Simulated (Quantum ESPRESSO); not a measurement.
Runs of Quantum ESPRESSO 7.5 on AlGaN2. It takes space group P3m1 (No. 156, trigonal). The conventional cell has a = 3.145 Å, b = 3.145 Å, c = 5.097 Å, α = 90.00°, β = 90.00°, γ = 120.00°. Around Ga (site symmetry 3m) lie 4 N at 1.93 to 1.96 Å. Around Al (site symmetry 3m) lie 4 N at 1.89 to 1.90 Å. N (site symmetry 3m) is surrounded by 1 Al at 1.89 Å and 3 Ga at 1.93 Å. N (site symmetry 3m) is surrounded by 3 Al at 1.90 Å and 1 Ga at 1.96 Å. The cell comes from a database or a generator and needn't be the stable form of this composition.

```csv
cell,gap on the mesh (eV)
volume scaled by 0.96,(b)
volume scaled by 1.04,2.56
as given,2.85
volume scaled by 1.08,(a)
volume scaled by 0.88,3.80
volume scaled by 0.92,3.46
```

Alike in all rows: task single point; level PBEsol; potentials or basis PseudoDojo 0.4.1 SR PBEsol standard; no spin polarisation; k mesh 3 × 3 × 4; cutoff (eV) 1143; smearing fixed; the mesh is coarse, so values aren't converged.

Q: Estimate the missing entries.

A: (a) 2.29; (b) 3.15.

Caveats: all runs use coarse meshes.

A k mesh can miss the band edges, and the runs leave out spin-orbit coupling on Ga.
